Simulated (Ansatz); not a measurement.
# WS2 (R3m) in Ansatz: band structure with r2SCANh

Aim: the band structure of WS2 with r2SCANh.

Everything below comes from runs of Ansatz 0.2.0. Logs are shortened: lines on timing, memory, paths and dates and some standing lists are left out, and cuts for length are marked.

## 1. The structure

Symmetry: R3m, No. 160, trigonal system. The conventional cell has a = 3.158 Å, b = 3.158 Å, c = 18.490 Å, α = 90.00°, β = 90.00°, γ = 120.00°. W (site symmetry 3m) is surrounded by 6 S at 2.39 to 2.42 Å. S (site symmetry 3m) is surrounded by 3 W at 2.42 Å. Around S (site symmetry 3m) lie 3 W at 2.39 Å.

Measurements of this composition are mostly on another form, of space group No. 194.

## 2. Band structure, r2SCANh

Contents of input.yaml:

```yaml
crystal:
  lattice:
    - [1.579, 0.9116360751, 6.1633333333]
    - [-1.579, 0.9116360751, 6.1633333333]
    - [0.0, -1.8232721501, 6.1633333333]
  atoms:
    - { symbol: W, position: [0.0, 0.0, 0.0] }
    - { symbol: S, position: [0.581, 0.581, 0.581] }
    - { symbol: S, position: [0.7503, 0.7503, 0.7503] }
hamiltonian:
  xc: r2scanh
  pseudopotentials: { kind: paw }
kpoints:
  mp_grid: { grid: [5, 5, 5] }
  band_path:
    path:
      - [[0.0, 0.0, 0.0], [0.5, 0.0, 0.0], [0.5, 0.1812521368, -0.1812521368]]
      - [[0.8187478632, 0.5, 0.1812521368], [0.5, 0.5, 0.5], [0.0, 0.0, 0.0], [0.3406260684, 0.0, -0.3406260684]]
      - [[0.6593739316, 0.3406260684, 0.0], [0.5, 0.5, 0.0], [0.6593739316, 0.6593739316, 0.1812521368], [0.5, 0.5, 0.5]]
      - [[0.5, 0.0, 0.0], [0.8187478632, 0.3406260684, 0.3406260684]]
    npoints: 4
scf:
  occupations: { method: fermi_dirac, width: 0.05 }
  n_extra_bands: 7
output:
  forces: true
  stress: true
  eigenvalues: true
  fatbands: false
```

Potentials or basis: Ansatz PAW.

On the command line:

```
ansatz run input.yaml --threads 2 --pin off --max-ram 5632MiB --backend cpu --events-out ev --progress --plain --runs-dir out
```

Output:

```text
Warning: output.stress: scf.convergence.dr2_threshold = 1e-7 eV (the SCF's general default) is looser than the 3e-10 eV advised for a printed stress (1e-10 eV for each atom of the cell: 3). What an SCF threshold leaves in a stress goes as its square root, and in the free energy as the threshold itself, and one threshold admits the most on a small cell: of the crystals measured, under no hybrid functional and no lock of the moments, on runs that ended without the residual-converged pass, on stresses that held no estimate of that error, the worst erred by over 100 MPa in a component at 1e-7 eV an atom and by under 5 at 1e-10. Set scf.convergence.dr2_threshold to 3e-10 eV or tighter. The threshold is an SCF's pass mark: one that does not reach it within its budget of iterations ends unconverged, or closes short of it on a stop that the run arms, and scf.convergence.dr2_threshold's page says what that costs each kind of run
Warning: output.stress: scf.exx.energy_threshold = 1e-6 eV is looser than the 3e-8 eV advised for a stress under a hybrid functional (1e-8 eV for each atom of the cell: 3). Every SCF of the exchange loop can meet its threshold on dr2 while the loop round them stops early: no threshold on dr2 bounds what that leaves in the stress. Set scf.exx.energy_threshold to 3e-8 eV or tighter. The threshold is the loop's pass mark: a loop that does not reach it within its budget of cycles ends unconverged, and scf.exx.energy_threshold's page has the law
Warning: RAYON_NUM_THREADS=2 ignored (pool sized by the plan → 2); use --threads N
basis.fft_grid_basis auto: the FFT boxes are laid along the combinations [[1, 0, -1], [0, 1, -1], [0, 0, 1]] of the cell's own vectors, 3.158, 3.158 and 6.427 Å long. The dense box has 24×24×48 points. Along the cell's own vectors, as sized, it would have 48×48×48, 4.00 times as many. Of the 6 symmetry operations that the crystal satisfies within crystal.symmetry.tolerance (time reversal apart; of a slab, those that keep its plane) the dense box along the cell's own vectors carries 6, and the one as laid loses 4 of those. basis.fft_grid_basis: typed keeps the cell's own vectors: state it where this run's energies or levels are differenced outside the engine with another run's, or held beside a run that keeps those vectors.
scf.n_extra_bands = 7 over 13 filled bands (N_el = 26.0): the run solves 20 bands
Engine: ansatz 0.2.0, x86_64-unknown-linux-gnu
Pseudopotentials: kind: paw
Pseudopotential: W, paw, valence charge 14, recommended cutoff 500 eV (meta_gga), W.paw.azcp
Pseudopotential: S, paw, valence charge 6, recommended cutoff 500 eV (meta_gga), S.paw.azcp
Functional definition: r2SCANh
  parameter a = 0.1
  parameter k0 = 0.174
  parameter k1 = 0.065
  parameter a1 = 4.9479
  exchange = (1 - a)*r2scan_x(k0 = k0, k1 = k1, a1 = a1) + a*exact_x
  correlation = r2scan_c
Crystal: 3 atoms, lattice volume = 53.232 Å³
Basis set: ecut = 500 eV, 1349 PW (Γ), FFT grids on a1−a3, a2−a3, a3, exchange–correlation on 96×96×192 points (64 copies of the dense FFT grid, shifted against one another)
Bands: 20, of which v1, the nominal top of the filled ones, is band 13 counted from 1 (12 counted from 0)
Symmetry: 6 space group operations
Space group: R3m (ITA 160), of the structure as read, at distance tolerance 3.8e-5 Å
k-points: 19 of 125 (time reversal used)
Non-local potential: W, projectors of the file, l = 0: 3, l = 1: 2, l = 2: 2, l = 3: 1
Non-local potential: S, projectors of the file, l = 0: 2, l = 1: 2, l = 2: 2
PAW form: soft (Blöchl's): semilocal exchange-correlation on the pseudo side does not see the compensation charge
PAW frozen core: W, regenerated for the run's functional, and the local potential with it (the file was generated under x = pbe(κ = 0.804, μ = 0.2195149727645171), c = pbe(β = 0.06672455060314922))
PAW frozen core: S, regenerated for the run's functional, and the local potential with it (the file was generated under x = pbe(κ = 0.804, μ = 0.2195149727645171), c = pbe(β = 0.06672455060314922))
PAW one-centre angular grid: W, 590 points (default); XC on 160 Gauss nodes
PAW one-centre angular grid: S, 302 points (default); XC on 160 Gauss nodes
Initial density: superposition of atomic densities (neutral atoms: chi_scale 0, normalization atom), corrected by the library's trained network
Initial wavefunctions: pseudopotential atomic-orbital guess
Functional: x = r2scan, c = r2scan; τ floored in thin density (d = 2e-4 eV/Å³), warm-up for x = 0.9 r2scan + 0.1 exact, c = r2scan; τ floored in thin density (d = 2e-4 eV/Å³)
SCF iter   1: F=—  HF=-12211.538782 eV  |F-HF|=—  |Δ(HF+E_count)|=         —  Δρ=7.50e-3  dr2=1.42e-2  dr2_τ=7.81e-2  ethr=1.77e-3  ⟨swp⟩=10.6  Hψ=1798  notcnv=0
preconditioner: auto → none  [insulator: Δε(μ)=1.209 eV  Ē_g=11.471 eV  σ=0.050 eV  W_gap=1.00  n_scr=16 (ndim 8)  ℏωp=21.6 eV  f_vac=0.015  D(μ)=0.00/eV (n_scr^D=0)]
SCF iter   2: F=—  HF=-12211.613363 eV  |F-HF|=—  |Δ(HF+E_count)|=   7.46e-2  Δρ=4.80e-3  dr2=1.17e-2  dr2_τ=8.69e-4  ethr=5.47e-5  ⟨swp⟩=4.1  Hψ=1021  notcnv=0  defer=5
SCF iter   3: F=—  HF=-12211.616425 eV  |F-HF|=—  |Δ(HF+E_count)|=   3.06e-3  Δρ=3.57e-3  dr2=1.34e-2  dr2_τ=9.83e-4  ethr=4.48e-5  ⟨swp⟩=3.3  Hψ=920  notcnv=0  defer=2
iter 4 solved again at ethr=1.88e-6 eV; its pass at ethr=4.48e-5 eV (dr2=4.90e-4 eV) is discarded
SCF iter   4: F=—  HF=-12211.615645 eV  |F-HF|=—  |Δ(HF+E_count)|=   7.80e-4  Δρ=1.29e-3  dr2=5.10e-4  dr2_τ=3.21e-5  ethr=1.88e-6  ⟨swp⟩=2.8  Hψ=1406  notcnv=0
SCF iter   5: F=-12211.615983 eV  HF=-12211.616013 eV  |F-HF|=3.06e-5  |Δ(HF+E_count)|=   3.69e-4  Δρ=2.21e-4  dr2=5.01e-5  dr2_τ=2.40e-6  ethr=1.88e-6  ⟨swp⟩=3.0  Hψ=708  notcnv=0
SCF 1 stopped early in 5 iterations: F = -12211.615983 eV  dr2 = 5.01e-5
Initial density: handed on by an earlier stage of this run
Initial wavefunctions: those handed on with the density
Functional: x = 0.9 r2scan + 0.1 exact, c = r2scan; τ floored in thin density (d = 2e-4 eV/Å³)
Frozen-core exchange: fock
SCF iter   1: F=—  HF=-12209.764663 eV  |F-HF|=—  |Δ(HF+E_count)|=         —  Δρ=3.10e-3  dr2=9.68e-3  dr2_τ=1.13e-3  ethr=1.93e-6  ⟨swp⟩=7.4  Hψ=1680  notcnv=0
preconditioner: auto → none  [insulator: Δε(μ)=1.671 eV  Ē_g=12.329 eV  σ=0.050 eV  W_gap=1.00  n_scr=16 (ndim 8)  ℏωp=21.6 eV  f_vac=0.014  D(μ)=0.00/eV (n_scr^D=0)]
SCF iter   2: F=—  HF=-12209.762384 eV  |F-HF|=—  |Δ(HF+E_count)|=   2.28e-3  Δρ=6.63e-4  dr2=2.58e-4  dr2_τ=5.49e-5  ethr=1.93e-6  ⟨swp⟩=4.0  Hψ=992  notcnv=0
SCF iter   3: F=—  HF=-12209.763027 eV  |F-HF|=—  |Δ(HF+E_count)|=   6.43e-4  Δρ=3.25e-4  dr2=9.55e-5  dr2_τ=3.02e-6  ethr=8.72e-7  ⟨swp⟩=3.0  Hψ=741  notcnv=0
SCF iter   4: F=—  HF=-12209.763027 eV  |F-HF|=—  |Δ(HF+E_count)|=   1.03e-7  Δρ=1.97e-4  dr2=7.42e-5  dr2_τ=2.91e-6  ethr=3.64e-7  ⟨swp⟩=3.0  Hψ=741  notcnv=0
SCF iter   5: F=—  HF=-12209.763011 eV  |F-HF|=—  |Δ(HF+E_count)|=   1.62e-5  Δρ=8.18e-5  dr2=3.20e-6  dr2_τ=1.80e-7  ethr=2.82e-7  ⟨swp⟩=2.6  Hψ=640  notcnv=0
SCF iter   6: F=—  HF=-12209.763011 eV  |F-HF|=—  |Δ(HF+E_count)|=   4.14e-7  Δρ=1.62e-5  dr2=5.43e-7  dr2_τ=2.09e-8  ethr=9.34e-9  ⟨swp⟩=3.2  Hψ=884  notcnv=0  defer=2
SCF iter   7: F=—  HF=-12209.763015 eV  |F-HF|=—  |Δ(HF+E_count)|=   4.18e-6  Δρ=1.94e-5  dr2=4.71e-7  dr2_τ=2.28e-8  ethr=6.95e-10  ⟨swp⟩=4.3  Hψ=1114  notcnv=0  defer=1
SCF iter   8: F=-12209.763015 eV  HF=-12209.763015 eV  |F-HF|=7.23e-9  |Δ(HF+E_count)|=   8.51e-8  Δρ=4.94e-6  dr2=1.87e-8  dr2_τ=7.23e-10  ethr=6.95e-10  ⟨swp⟩=3.0  Hψ=698  notcnv=0
SCF 2 converged in 8 iterations: F = -12209.763015 eV  dr2 = 1.87e-8
  Residual-converged pass: ⟨swp⟩=3.0  Hψ=761  notcnv=0  max |occ|·‖R‖ = 6.5e-6 eV (tolerance 6.7e-6 eV)  dr2=1.85e-8  dr2_τ=7.50e-10  dr2_onsite=3.31e-10  max |Δocc| = 4.0e-15
hybrid outer 1: dexx = +4.591e-4 eV, tail = 1.92e-7 eV
Frozen-core exchange: fock
SCF iter   1: F=—  HF=-12209.763020 eV  |F-HF|=—  |Δ(HF+E_count)|=         —  Δρ=8.49e-6  dr2=2.72e-8  dr2_τ=1.30e-8  ethr=3.69e-9  ⟨swp⟩=6.2  Hψ=1068  notcnv=0
preconditioner: auto → none  [insulator: Δε(μ)=1.680 eV  Ē_g=12.316 eV  σ=0.050 eV  W_gap=1.00  n_scr=16 (ndim 8)  ℏωp=21.6 eV  f_vac=0.015  D(μ)=0.00/eV (n_scr^D=0)]
SCF iter   2: F=—  HF=-12209.763020 eV  |F-HF|=—  |Δ(HF+E_count)|=   4.31e-9  Δρ=3.88e-6  dr2=7.04e-9  dr2_τ=6.37e-10  ethr=9.94e-11  ⟨swp⟩=3.0  Hψ=677  notcnv=0
SCF iter   3: F=-12209.763020 eV  HF=-12209.763020 eV  |F-HF|=1.07e-10  |Δ(HF+E_count)|=  4.46e-10  Δρ=6.39e-7  dr2=4.05e-10  dr2_τ=2.59e-11  ethr=2.18e-11  ⟨swp⟩=2.9  Hψ=656  notcnv=0
SCF 3 converged in 3 iterations: F = -12209.763020 eV  dr2 = 4.05e-10
  Residual-converged pass: ⟨swp⟩=4.0  Hψ=945  notcnv=0  max |occ|·‖R‖ = 5.3e-7 eV (tolerance 5.4e-7 eV)  dr2=3.85e-10  dr2_τ=2.51e-11  dr2_onsite=4.51e-12  max |Δocc| = 4.4e-16
hybrid outer 2: dexx = +1.619e-9 eV, tail = 8.87e-10 eV, Δε = 1.23e-4 eV (about 8.44e-6 eV left of the loop's levels), ΔF = 3.68e-4 eV/Å (tail 4.59e-4)
NSCF: frozen V_eff on 40 k-points
hybrid SCF converged: 2 outer / 11 inner (+5 warm-up), last move |dexx| = 1.62e-9 eV, tail = 8.87e-10 eV
Stability not checked: this state was not tested for a lower state beside it, because the functional holds exact exchange (a hybrid, or Hartree-Fock), whose exchange loop this test does not read (fock_operator; see scf.lower_state_search)
Free energy (F): -12209.763020 eV
Frozen-core exchange: fock
Harris-Foulkes:  -12209.763020 eV  (|F-HF|=1.07e-10)
Internal energy: -12209.763020 eV  (E = F + TS)
E sigma→0 (E₀):  -12209.763020 eV
Fermi energy:    12.158052 eV
--- Per-component energies (eV) ---
  E_band       = -226.307185
  E_kinetic    = 666.718811
  E_local      = -1753.219236  (includes V_loc(G=0)·N_el)
  E_nonlocal   = 57.920919
  E_hartree    = 696.036511
  E_xc         = -394.575327
  E_vxc        = -407.978116  (∫ρ·V_xc dr)
  E_exx        = -29.667036  (= α·E_x^exact, valence–valence)
  E_paw        = -9819.339745  (= ΣΔE_a)
  E_vpaw       = -141.774346  (= ΣTr[D̂ρ^β])
  E_aug_tail   = -0.000047  (compensation charges beyond the density's cutoff)
  E_vtau       = 19.285355  (kinetic-family band-sum trace: ∫τ·v_τ [+ j·A + Jᵃ·Aᵃ] dr)
  E_ewald      = -1631.679458
  E_core_change = -1.958412  (= ΣΔE_core)
  E_smearing   = -0.000000  (= −TS)
  E_closure    = 0.000000  (closes the sum)
  Σ components = -12209.763020   (vs F -12209.763020, Δ=0.00e0)
--- Forces (eV/Å), atoms counted from 1 ---
  atom   1  W      0.00000000    -0.00000000    -0.63526761
  atom   2  S      0.00000000     0.00000000     0.52152178
  atom   3  S      0.00000000     0.00000000     0.11377839
  max |Σ_I F_I| component: 3.26e-5 eV/Å
--- Stress (GPa, compression-positive) ---
        1.429027       0.000000       0.000000
        0.000000       1.429027      -0.000000
        0.000000      -0.000000       0.459309
  P = ⅓ Tr σ = 1.1058 GPa (11.058 kbar)
--- Band table (eV; the first three rows and the last of 19) ---
  k-point 0: bands = ["-66.5370", "-29.7051", "-29.5034", "-29.5034", "-5.6396", "-3.4920", "3.0443", "7.4687", "7.4687", "8.8516", "8.8516", "9.5824", "10.0924", "14.2520", "14.2520", "14.5919", "14.5919", "17.1240", "20.3845", "20.9790"]
  k-point 1: bands = ["-66.5291", "-29.6778", "-29.6509", "-29.5377", "-4.9417", "-3.2959", "3.8518", "6.0713", "7.1399", "7.9110", "8.1789", "9.4723", "9.9067", "13.3867", "14.1143", "14.6973", "15.2597", "19.1468", "20.8687", "21.4524"]
  k-point 2: bands = ["-66.5163", "-29.8827", "-29.6331", "-29.5926", "-3.5256", "-2.9137", "3.7044", "5.2130", "5.6366", "6.9495", "8.5907", "9.1588", "9.2916", "14.1741", "14.1885", "15.7610", "15.9999", "17.6594", "19.1383", "19.8920"]
  k-point 18: bands = ["-66.5291", "-29.6779", "-29.6509", "-29.5377", "-4.7199", "-3.6561", "4.8628", "6.0546", "6.3144", "7.9448", "8.1536", "8.6303", "10.1851", "13.9585", "14.1829", "14.4438", "15.4206", "19.4697", "20.6376", "21.3760"]
```

It took 9.3 min on 2 threads of Intel Xeon Platinum 8259CL at 2.50GHz (Skylake/Cascade Lake), shared host; peak memory 1.6 GiB.

Results:

- Free energy: -12209.7630 eV
- Pressure: 1.1 GPa
- Largest force: 0.635 eV/Å
- Band gap on the k mesh: 1.68 eV, indirect (least direct gap 2.99 eV)
- Band gap along the path: 1.57 eV, indirect (least direct gap 2.43 eV)

Forces in eV/Å, atoms in the order of the input:
```
W    0.000  0.000 -0.635
S    0.000  0.000  0.522
S    0.000  0.000  0.114
```

Levels at the corners of the path, in eV from the valence-band top:
```
point  band 9  band 10  band 11  band 12  band 13  band 14  band 15  band 16  band 17  band 18
    Γ   -3.94    -2.55    -2.55    -1.82    -1.31     2.85     2.85     3.19     3.19     5.72
    L   -5.82    -4.60    -2.91    -2.10    -1.93     2.94     3.26     4.46     4.66     5.29
   B1   -5.70    -5.13    -4.50    -3.41    -0.74     1.74     3.26     4.30     5.79     7.01
    B   -5.70    -5.13    -4.50    -3.41    -0.74     1.74     3.26     4.30     5.79     7.01
    Z   -3.95    -3.95    -2.51    -2.51     0.00     2.95     2.95     3.03     3.03     5.89
    Γ   -3.94    -2.55    -2.55    -1.82    -1.31     2.85     2.85     3.19     3.19     5.72
    X   -5.74    -5.14    -4.42    -3.45    -0.72     1.71     3.27     4.26     5.84     6.78
    Q   -5.74    -5.14    -4.42    -3.45    -0.72     1.71     3.27     4.26     5.84     6.78
    F   -5.49    -4.51    -3.55    -2.31    -1.74     2.89     3.40     4.02     5.19     5.93
   P1   -5.57    -4.52    -3.41    -2.26    -1.77     2.89     3.42     4.08     5.05     5.59
    Z   -3.95    -3.95    -2.51    -2.51     0.00     2.95     2.95     3.03     3.03     5.89
    L   -5.82    -4.60    -2.91    -2.10    -1.93     2.94     3.26     4.46     4.66     5.29
    P   -5.57    -4.52    -3.41    -2.26    -1.77     2.89     3.42     4.08     5.05     5.59
```

Caveat: the k mesh is coarse (spacing up to 0.46 Å⁻¹), so the values aren't converged, least of all with exact exchange; the k mesh misses the band edges, so the gap on the mesh is wider than the one along the path; spin-orbit coupling is left out, which moves the levels of the heavy elements; the PAW data sets come from PBE, with cores solved anew for the run's functional, which leaves a small shift of forces and pressure; the thresholds are loose for stress.
